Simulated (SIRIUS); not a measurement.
# C in SIRIUS: convergence with k mesh

The system is C.

```xyz
2
Lattice="2.1273 -1.2283 0.0000 2.1273 1.2283 0.0000 -1.3791 0.0000 3.5028" Properties=species:S:1:pos:R:3 pbc="T T T"
C    -0.6699    0.0000    3.5025
C     3.5455    0.0000    0.0003
```

This is a stacking variant of graphite.

```yaml
Program: SIRIUS 7.12.0
Task: convergence study
Functional: PBE
Potentials_or_basis: all-electron FP-LAPW
Cutoff: 366 eV
Basis: apw+lo standard
k_mesh: 2 × 2 × 1
Occupations: fermi-dirac, width 0.05 eV
Spin: no spin polarisation
```

These are the settings of the first run; the series varies k mesh, with any setting tied to it.

Hardware: 1 thread of Arm Neoverse V2, on a shared host.

Task: The values tried are 2 × 2 × 1, 4 × 4 × 2, 6 × 6 × 4, 8 × 8 × 5, 10 × 10 × 6, 13 × 13 × 8, 16 × 16 × 10, loosest first. From which on does the energy stay within 1 meV/atom of the tightest run that finished?

Result: From 13 × 13 × 8 on.

```
      k mesh  energy less the tightest run, at zero smearing (meV/atom)  largest force (eV/Å)  gap on the mesh (eV)  SCF cycles  CPU time (s)  peak memory (GiB)
   2 × 2 × 1                                                    1321.88                 0.497                 3.477           7            14               0.34
   4 × 4 × 2                                                      -8.17                 0.032                 3.448           6            22               0.36
   6 × 6 × 4                                                      16.82                 0.051                 0.464           6            48               0.45
   8 × 8 × 5                                                       0.05                 0.007                 1.727           6            84               0.58
 10 × 10 × 6                                                      -1.46                 0.006                 1.383           6           140               0.79
 13 × 13 × 8                                                      -0.37                 0.005                 0.930           6           300                1.3
16 × 16 × 10                                                       0.00                 0.005                 0.622           6           550                2.2
```

Against the tightest run, the largest force stays within 0.005 eV/Å from 8 × 8 × 5 on. Not settled before the last step: the gap on the mesh (to 0.01 eV). Meshes of other sizes hit other points, so gaps and Fermi surfaces needn't settle smoothly. The tightest run that finished is the yardstick and may itself not be fully converged.
